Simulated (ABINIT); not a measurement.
# A GW chain in ABINIT: GaN (P6_3mc), part 2 of 3

Wanted: ground state, empty states, screening and self-energy for GaN (P6_3mc).

ABINIT 10.8.3; PBE and many-body steps on it, plane waves. Known limits of the many-body steps: not at the basis limit; no spin-orbit coupling.

So far. Step 2 (Ground state): The gap is direct, at Γ.

The database entry behind the starting cell has ideal inner coordinates that were not refined, so it need not match the best structure at ambient conditions.

**3. Bands along the symmetry lines**

Level of this step: DFT, PBE, plane waves, norm-conserving pseudopotentials (ABINIT).

Levels along a band path, at the cheap level, show where the edges lie and whether the meshes to come will hold them.

Input file run.abi:

```
acell 3*1.0 Angstrom
rprim 
  3.190000000016 -0.000000000004 0.000000000000
  -1.595000000005 2.762621038088 0.000000000000
  0.000000000000 0.000000000000 5.189000000000
ntypat 2
znucl 31 7
natom 4
typat 1 1 2 2
xred 
  0.666666666667 0.333333333333 0.000000000000
  0.333333333333 0.666666666667 0.500000000000
  0.666666666667 0.333333333333 0.375000000000
  0.333333333333 0.666666666667 0.875000000000
pp_dirpath "pseudos"
pseudos "Ga.upf, N.upf"
ecut 45
iscf -2
irdden 1
kptopt 0
nkpt 75
kpt 
  0.00000000 0.00000000 0.00000000
  0.06250000 0.00000000 0.00000000
  0.12500000 0.00000000 0.00000000
  0.18750000 0.00000000 0.00000000
  0.25000000 0.00000000 0.00000000
  0.31250000 0.00000000 0.00000000
  0.37500000 0.00000000 0.00000000
  0.43750000 0.00000000 0.00000000
  0.50000000 0.00000000 0.00000000
  0.47916667 0.04166667 0.00000000
  0.45833333 0.08333333 0.00000000
  0.43750000 0.12500000 0.00000000
  0.41666666 0.16666666 0.00000000
  0.39583333 0.20833333 0.00000000
  0.37500000 0.25000000 0.00000000
  0.35416666 0.29166666 0.00000000
  0.33333333 0.33333333 0.00000000
  0.29166666 0.29166666 0.00000000
  0.25000000 0.25000000 0.00000000
  0.20833333 0.20833333 0.00000000
  0.16666666 0.16666666 0.00000000
  0.12500000 0.12500000 0.00000000
  0.08333333 0.08333333 0.00000000
  0.04166667 0.04166667 0.00000000
  0.00000000 0.00000000 0.00000000
  0.00000000 0.00000000 0.06250000
  0.00000000 0.00000000 0.12500000
  0.00000000 0.00000000 0.18750000
  0.00000000 0.00000000 0.25000000
  0.00000000 0.00000000 0.31250000
  0.00000000 0.00000000 0.37500000
  0.00000000 0.00000000 0.43750000
  0.00000000 0.00000000 0.50000000
  0.06250000 0.00000000 0.50000000
  0.12500000 0.00000000 0.50000000
  0.18750000 0.00000000 0.50000000
  0.25000000 0.00000000 0.50000000
  0.31250000 0.00000000 0.50000000
  0.37500000 0.00000000 0.50000000
  0.43750000 0.00000000 0.50000000
  0.50000000 0.00000000 0.50000000
  0.47916667 0.04166667 0.50000000
  0.45833333 0.08333333 0.50000000
  0.43750000 0.12500000 0.50000000
  0.41666666 0.16666666 0.50000000
  0.39583333 0.20833333 0.50000000
  0.37500000 0.25000000 0.50000000
  0.35416666 0.29166666 0.50000000
  0.33333333 0.33333333 0.50000000
  0.29166666 0.29166666 0.50000000
  0.25000000 0.25000000 0.50000000
  0.20833333 0.20833333 0.50000000
  0.16666666 0.16666666 0.50000000
  0.12500000 0.12500000 0.50000000
  0.08333333 0.08333333 0.50000000
  0.04166667 0.04166667 0.50000000
  0.00000000 0.00000000 0.50000000
  0.50000000 0.00000000 0.50000000
  0.50000000 0.00000000 0.43750000
  0.50000000 0.00000000 0.37500000
  0.50000000 0.00000000 0.31250000
  0.50000000 0.00000000 0.25000000
  0.50000000 0.00000000 0.18750000
  0.50000000 0.00000000 0.12500000
  0.50000000 0.00000000 0.06250000
  0.50000000 0.00000000 0.00000000
  0.33333333 0.33333333 0.50000000
  0.33333333 0.33333333 0.43750000
  0.33333333 0.33333333 0.37500000
  0.33333333 0.33333333 0.31250000
  0.33333333 0.33333333 0.25000000
  0.33333333 0.33333333 0.18750000
  0.33333333 0.33333333 0.12500000
  0.33333333 0.33333333 0.06250000
  0.33333333 0.33333333 0.00000000
istwfk *1
nband 33
nbdbuf 2
tolwfr 1e-08
nstep 40
prtwf 0
prtvol 0
indata_prefix "in"
outdata_prefix "out"
tmpdata_prefix "tmp"
```

Run with:

```sh
$ OMP_NUM_THREADS=1 mpirun -n 4 abinit run.abi > log
```

Numbers of over 12 decimals in the logs are rounded to 6 here.

What it wrote:

```text
.Version 10.8.3 of ABINIT. v10.8.2 released Aug 2026.

 Symmetries : space group P6_3 m c (#186); Bravais hP (primitive hexag.)
[... echo of the input left out ...]
== DATASET  1 ==================================================================
-   mpi_nproc: 4, omp_nthreads: 1 (-1 if OMP is not activated)

--- !DatasetInfo
iteration_state: {dtset: 1, }
dimensions: {natom: 4, nkpt: 75, mband: 33, nsppol: 1, nspinor: 1, nspden: 1, mpw: 4506, }
cutoff_energies: {ecut:  45.0, pawecutdg:  -1.0, }
electrons: {nelect:   5.20000000E+01, charge:   0.00000000E+00, occopt:   1.00000000E+00, tsmear:   1.00000000E-02, }

 Real(R)+Recip(G) space primitive vectors, cartesian coordinates (Bohr,Bohr^-1):
 R(1)=  6.0282263  0.0000000  0.0000000  G(1)=  0.1658863  0.0957745  0.0000000
 R(2)= -3.0141132  5.2205972  0.0000000  G(2)=  0.0000000  0.1915490  0.0000000
 R(3)=  0.0000000  0.0000000  9.8057889  G(3)=  0.0000000  0.0000000  0.1019806
 Unit cell volume ucvol=  3.0859741E+02 bohr^3
 Angles (23,13,12)=  9.00000000E+01  9.00000000E+01  1.20000000E+02 degrees

 getcut: wavevector=  0.0000  0.0000  0.0000  ngfft=  40  40  60
         ecut(hartree)=     45.000   => boxcut(ratio)=   2.02627

--- Pseudopotential description ------------------------------------------------
- Ga Generated using ONCVPSP code by D. R. Hamann
- 31.00000  21.00000  171031                  znucl, zion, pspdat
12 -101130 2 -1 1902                          pspcod,pspxc,lmax,lloc,mmax
     nproj     2     2     2
  pspatm : epsatm=   21.85474337
         --- l  ekb(1:nproj) -->
             0    4.962806   -1.220223
             1   -5.679278   -1.350476
             2  -10.596651   -3.839775
 pspatm: atomic psp has been read  and splines computed

- N Generated using ONCVPSP code by D. R. Hamann
-  7.00000   5.00000  171031                  znucl, zion, pspdat
12 -101130 1 -1 1058                          pspcod,pspxc,lmax,lloc,mmax
     nproj     2     2     0
  pspatm : epsatm=    5.20977870
         --- l  ekb(1:nproj) -->
[...]
pspatm: atomic psp has been read  and splines computed

--------------------------------------------------------------------------------

================================================================================
 prteigrs : about to open file out_EIG
 Non-SCF case, kpt    1 (  0.00000  0.00000  0.00000), residuals and eigenvalues=
  7.08E-09  6.98E-09  6.91E-09  9.04E-09  5.02E-09  5.41E-09  1.36E-09  6.76E-09
  1.62E-09  1.13E-09  5.31E-09  5.12E-09  8.83E-09  7.92E-09  5.19E-09  5.69E-09
  9.95E-09  3.67E-09  3.34E-09  8.54E-09  1.55E-09  3.67E-09  5.12E-09  3.94E-09
[...]
1.96E-09
 -4.9759E+00 -4.9759E+00 -3.1632E+00 -3.1631E+00 -3.1631E+00 -3.1630E+00
 -3.1630E+00 -3.1630E+00 -3.3265E-01 -3.0063E-01 -2.4456E-01 -2.4373E-01
 -2.4373E-01 -2.4156E-01 -2.4156E-01 -2.3496E-01 -2.3496E-01 -2.3177E-01
[...]
1.18E-05
[...]
Non-SCF case, kpt   74 (  0.33333  0.33333  0.06250), residuals and eigenvalues=
[...]
Non-SCF case, kpt   75 (  0.33333  0.33333  0.00000), residuals and eigenvalues=
[...]
-1.6821E-01 -1.6821E-01  5.8163E-02  5.8163E-02  6.0513E-02  1.4357E-01
  1.4357E-01  1.5513E-01  4.4316E-01  5.3991E-01  5.3991E-01  5.6241E-01
[...]
--- !ResultsGS
iteration_state: {dtset: 1, }
comment   : Summary of ground state results
lattice_vectors:
- [  6.0282263,  -0.0000000,   0.0000000, ]
- [ -3.0141132,   5.2205972,   0.0000000, ]
- [  0.0000000,   0.0000000,   9.8057889, ]
lattice_lengths: [   6.02823,    6.02823,    9.80579, ]
lattice_angles: [ 90.000,  90.000, 120.000, ] # degrees, (23, 13, 12)
lattice_volume:   3.0859741E+02
convergence: {deltae:  0.000E+00, res2:  0.000E+00, residm:  9.998E-09, diffor:  0.000E+00, }
etotal    :  -5.17437206E+02
entropy   :   0.00000000E+00
fermie    :   2.53663909E-01
cartesian_stress_tensor: null
pressure_GPa: null
xred      :
- [  6.6667E-01,   3.3333E-01,   0.0000E+00, Ga]
- [  3.3333E-01,   6.6667E-01,   5.0000E-01, Ga]
- [  6.6667E-01,   3.3333E-01,   3.7500E-01,  N]
- [  3.3333E-01,   6.6667E-01,   8.7500E-01,  N]
cartesian_forces: null
force_length_stats: {min: null, max: null, mean: null, }

 Integrated electronic density in atomic spheres:
 ------------------------------------------------
 Atom  Sphere_radius  Integrated_density
[...]
================================================================================

 ----iterations are completed or convergence reached----

 Mean square residual over all n,k,spin=   50.714E-10; max=  99.981E-10
 reduced coordinates (array xred) for    4 atoms
[...]
0.666666666667      0.333333333333      0.375000000000
       0.333333333333      0.666666666667      0.875000000000

 cartesian coordinates (angstrom) at end:
    1      1.595000     0.920874     0.000000
    2      2e-12     1.841747     2.594500
    3      1.595000     0.920874     1.945875
    4      2e-12     1.841747     4.540375
 length scales=  1.889726125908  1.889726125908  1.889726125908 bohr
              =  1.000000000000  1.000000000000  1.000000000000 angstroms
 prteigrs : about to open file out_EIG
 Eigenvalues (hartree) for nkpt=  75  k points:
 kpt#   1, nband= 33, wtk=  1.00000, kpt=  0.0000  0.0000  0.0000 (reduced coord)
[...]
kpt#   2, nband= 33, wtk=  1.00000, kpt=  0.0625  0.0000  0.0000 (reduced coord)
[...]
kpt#   3, nband= 33, wtk=  1.00000, kpt=  0.1250  0.0000  0.0000 (reduced coord)
[...]
kpt#  74, nband= 33, wtk=  1.00000, kpt=  0.3333  0.3333  0.0625 (reduced coord)
[...]
0.71886
 kpt#  75, nband= 33, wtk=  1.00000, kpt=  0.3333  0.3333  0.0000 (reduced coord)
[...]
-0.23396   -0.23233   -0.16821   -0.16821    0.05816    0.05816    0.06051    0.14357
   0.14357    0.15513    0.44316    0.53991    0.53991    0.56241    0.61634    0.61634
   0.71518

== END DATASET(S) ==============================================================
================================================================================

 -outvars: echo values of variables after computation  --------
            nband          33
             nkpt          75
          spgroup         186
 [... the other variables as echoed above ...]

 Calculation completed.
```

Run time: 54 s. Hardware: 4 MPI ranks of Arm Neoverse V1, shared host; peak memory 0.43 GiB; 3.6 min of CPU time.

This step gave:

* gap: 1.919 eV
* k of the valence top: 0, 0, 0
* k of the conduction bottom: 0, 0, 0
* least direct gap: 1.919 eV

The gap is 1.919 eV, as in the run before at this level.

Electronic bands along the path, in eV, zero at the top of the highest filled band:

```
    point  band 23  band 24  band 25  band 26  band 27  band 28  band 29  band 30
        Γ    -1.04    -0.06     0.00     0.00     1.92     4.27     9.18     9.92
  halfway    -2.86    -1.98    -0.74    -0.49     4.29     5.95     7.37     8.53
        M    -4.22    -2.73    -2.23    -0.98     5.08     5.57     6.06     8.58
  halfway    -4.23    -3.52    -2.38    -1.86     5.61     6.60     6.63     8.43
        K    -5.26    -3.00    -3.00    -2.68     5.16     7.79     7.79     8.40
  halfway    -3.66    -2.39    -1.01    -0.92     4.93     6.87     7.29     7.66
        Γ    -1.04    -0.06     0.00     0.00     1.92     4.27     9.18     9.92
  halfway    -0.90    -0.90    -0.16    -0.16     3.11     4.37     8.80     9.60
        A    -0.53    -0.53    -0.53    -0.53     4.25     4.25     8.50     8.50
  halfway    -2.07    -2.07    -1.28    -1.28     5.24     5.24     7.65     7.65
        L    -1.93    -1.93    -1.91    -1.91     4.42     4.42     7.80     7.80
  halfway    -3.18    -3.18    -1.60    -1.60     5.37     5.37     8.11     8.11
        H    -4.16    -4.16    -1.49    -1.49     6.44     6.44     7.31     7.31
  halfway    -2.11    -2.11    -1.80    -1.80     5.66     5.66     7.66     7.66
        A    -0.53    -0.53    -0.53    -0.53     4.25     4.25     8.50     8.50
jump to L    -1.93    -1.93    -1.91    -1.91     4.42     4.42     7.80     7.80
  halfway    -3.30    -2.51    -1.70    -1.28     4.32     5.11     7.56     7.84
        M    -4.22    -2.73    -2.23    -0.98     5.08     5.57     6.06     8.58
jump to H    -4.16    -4.16    -1.49    -1.49     6.44     6.44     7.31     7.31
  halfway    -4.96    -3.18    -2.20    -2.20     5.90     7.19     7.19     8.18
        K    -5.26    -3.00    -3.00    -2.68     5.16     7.79     7.79     8.40
```

**4. Empty states on the mesh, 6×6×4 mesh, 137 bands**

The sums over transitions need many empty states on a uniform mesh; this step solves for them.

Input file run.abi:

```
acell 3*1.0 Angstrom
rprim 
  3.190000000016 -0.000000000004 0.000000000000
  -1.595000000005 2.762621038088 0.000000000000
  0.000000000000 0.000000000000 5.189000000000
ntypat 2
znucl 31 7
natom 4
typat 1 1 2 2
xred 
  0.666666666667 0.333333333333 0.000000000000
  0.333333333333 0.666666666667 0.500000000000
  0.666666666667 0.333333333333 0.375000000000
  0.333333333333 0.666666666667 0.875000000000
pp_dirpath "pseudos"
pseudos "Ga.upf, N.upf"
ecut 45
ngkpt 6 6 4
nshiftk 1
shiftk 0 0 0
kptopt 1
chksymbreak 0
irdden 1
istwfk *1
nband 137
prtvol 0
optdriver 6
gwr_task "HDIAGO"
paral_kgb 0
occopt 1
indata_prefix "in"
outdata_prefix "out"
tmpdata_prefix "tmp"
```

What it wrote:

```text
[banner, memory and clock lines left out]
.Version 10.8.3 of ABINIT. v10.8.2 released Aug 2026.

 Symmetries : space group P6_3 m c (#186); Bravais hP (primitive hexag.)
[... echo of the input left out ...]
== DATASET  1 ==================================================================
-   mpi_nproc: 4, omp_nthreads: 1 (-1 if OMP is not activated)

--- !DatasetInfo
iteration_state: {dtset: 1, }
dimensions: {natom: 4, nkpt: 21, mband: 137, nsppol: 1, nspinor: 1, nspden: 1, mpw: 4506, }
cutoff_energies: {ecut:  45.0, pawecutdg:  -1.0, }
electrons: {nelect:   5.20000000E+01, charge:   0.00000000E+00, occopt:   1.00000000E+00, tsmear:   1.00000000E-02, }

.Using double precision arithmetic; gwpc =  8

- Reading GS density from: in_DEN

--- Pseudopotential description ------------------------------------------------
- Ga Generated using ONCVPSP code by D. R. Hamann
- 31.00000  21.00000  171031                  znucl, zion, pspdat
12 -101130 2 -1 1902                          pspcod,pspxc,lmax,lloc,mmax
     nproj     2     2     2
  pspatm : epsatm=   21.85474337
         --- l  ekb(1:nproj) -->
             0    4.962806   -1.220223
             1   -5.679278   -1.350476
             2  -10.596651   -3.839775
 pspatm: atomic psp has been read  and splines computed

- N Generated using ONCVPSP code by D. R. Hamann
-  7.00000   5.00000  171031                  znucl, zion, pspdat
12 -101130 1 -1 1058                          pspcod,pspxc,lmax,lloc,mmax
     nproj     2     2     0
  pspatm : epsatm=    5.20977870
         --- l  ekb(1:nproj) -->
             0    7.494509    0.636305
             1   -4.293905   -1.006988
 pspatm: atomic psp has been read  and splines computed

   2.81471030E+03                                ecore*ucvol(ha*bohr**3)

 Total charge density [el/Bohr^3]
)     Maximum=    6.5310E+00  at reduced coord.    0.7500    0.3750    0.9833
)     Minimum=    4.6339E-03  at reduced coord.    0.0000    0.0000    0.2000
   Integrated=    5.2000E+01

 === KS gaps after direct diagonalization ===
 Direct band gap semiconductor
 Fundamental gap:     1.919 (eV)
   VBM:     6.903 (eV) at k: [ 0.0000E+00,  0.0000E+00,  0.0000E+00]
   CBM:     8.822 (eV) at k: [ 0.0000E+00,  0.0000E+00,  0.0000E+00]
 Direct gap:         1.919 (eV) at k: [ 0.0000E+00,  0.0000E+00,  0.0000E+00]

== END DATASET(S) ==============================================================

 -outvars: echo values of variables after computation  --------
           etotal      0.0000000000E+00
            nband         137
             nkpt          21
          spgroup         186
 [... the other variables as echoed above ...]

 Calculation completed.
```

Elapsed: 5.8 min, on 4 MPI ranks; peak memory 4.5 GiB.

Numbers from this step:

```yaml
gap: 1.919 eV
k_of_the_valence_top: 0, 0, 0
k_of_the_conduction_bottom: 0, 0, 0
least_direct_gap: 1.919 eV
k_points_computed: 21
lowest_point_of_the_top_converged_band_above_the_valence_top: 84.5975 eV
```

On this mesh the gap is 1.919 eV.

**5. Screening, 6×6×4 mesh, 129 bands, screening to 163.3 eV**

The RPA dielectric matrix is built and inverted for each q.

This step: RPA screening on PBE, plane waves, norm-conserving pseudopotentials.

run.abi: that of step 4 with these lines changed.

```diff
@@ -22,10 +22,11 @@
 chksymbreak 0
-irdden 1
 istwfk *1
-nband 137
-prtvol 0
-optdriver 6
-gwr_task "HDIAGO"
-paral_kgb 0
 occopt 1
+irdwfk 1
+optdriver 3
+nband 129
+ecuteps 6
+inclvkb 2
+awtr 1
+symchi 1
 indata_prefix "in"
```

What it wrote:

```text
.Version 10.8.3 of ABINIT. v10.8.2 released Aug 2026.

 Symmetries : space group P6_3 m c (#186); Bravais hP (primitive hexag.)
[... echo of the input left out ...]
== DATASET  1 ==================================================================
-   mpi_nproc: 4, omp_nthreads: 1 (-1 if OMP is not activated)

--- !DatasetInfo
iteration_state: {dtset: 1, }
dimensions: {natom: 4, nkpt: 21, mband: 129, nsppol: 1, nspinor: 1, nspden: 1, mpw: 4506, }
cutoff_energies: {ecut:  45.0, pawecutdg:  -1.0, }
electrons: {nelect:   5.20000000E+01, charge:   0.00000000E+00, occopt:   1.00000000E+00, tsmear:   1.00000000E-02, }

 SCREENING: Calculation of the susceptibility and dielectric matrices

 Based on a program developped by R.W. Godby, V. Olevano, G. Onida, and L. Reining.
 Incorporated in ABINIT by V. Olevano, G.-M. Rignanese, and M. Torrent.
.Using double precision arithmetic ; gwpc =  8

[... cell and pseudopotentials left out ...]
--------------------------------------------------------------------------------

 ==== K-mesh for the wavefunctions ====
 Number of points in the irreducible wedge :    21
[... list of points left out ...]
 Together with 12 symmetry operations and time-reversal symmetry
 yields   144 points in the full Brillouin Zone.

 ==== Q-mesh for the screening function ====
 Number of points in the irreducible wedge :    21
[... list of points left out ...]
 Together with 12 symmetry operations and time-reversal symmetry
 yields   144 points in the full Brillouin Zone.

 setmesh: FFT mesh size selected  =    27x   27x   48
          total number of points  =        34992

 vcoul_init : cutoff-mode = AUXILIARY_FUNCTION
 q-points for optical limit:   1
     1)      0.000010    0.000020    0.000030

- screening: taking advantage of time-reversal symmetry
- Maximum band index for partially occupied states nbvw = 26
- Remaining bands to be divided among processors   nbcw = 103
- Number of bands treated by each node ~25

 Number of electrons calculated from density =   52.0000; Expected =   52.0000
 average of density, n =  0.168504
 r_s =    1.1231
 omega_plasma =   39.5969 [eV]

 calculating chi0 at frequencies [eV] :
  1    0.000000E+00    0.000000E+00
  2    0.000000E+00    3.959690E+01

--------------------------------------------------------------------------------
  q-point number  1        q = ( 0.000000, 0.000000, 0.000000) [r.l.u.]
--------------------------------------------------------------------------------
[... chi0 elements left out ...]
 For q-point:  0.000010 0.000020 0.000030
  dielectric constant =   5.8626
  dielectric constant without local fields =   6.3011

  Average fulfillment of the sum rule on Im[epsilon] for q-point    1 :     42.40  [%]
[... wings left out ...]
  q-point number  2        q = ( 0.166667, 0.000000, 0.000000) [r.l.u.]
--------------------------------------------------------------------------------
[... chi0 elements left out ...]
  Average fulfillment of the sum rule on Im[epsilon] for q-point    2 :     50.02  [%]

 [... 19 further q-points ...]
```

Wall time 11 min (4 MPI ranks); peak memory 3 GiB; 42 min of CPU time.

Numbers from this step:

- ε∞ with local fields, on this mesh, along the program's q direction: 5.863
- the same without local fields: 6.301
- plasma frequency: 39.60 eV
- plane waves in the screening matrix: 233

Local fields lower ε∞ by 7 %.

(Part 2 of 3 ends here.)

[Paths, hosts, dates, memory and timing lines, banners, echoed tables and standing remarks are left out of the program output.]

[Logs are printed without paths, hosts, clocks, repeated set-up lines and the standing remarks that a program may print on its own settings, such as how far it seeks lower states.]

[Runs of the session that timed out or met a known fault of the program may be left out.]

[Hosts, paths, dates, database ids (printed as entryN), source tags and the programs' standing remarks are cut or masked in the printed files.]

[G0W0 gaps are taken among the corrected bands and points alone; a level outside them can change the order at an edge.]

[Where Ansatz stands beside ABINIT at settings called matched, ABINIT's density can come from a denser mesh and the files from another edition; pairs whose starting gaps differed by over 0.03 eV were left out, so agreement reads better than it is.]
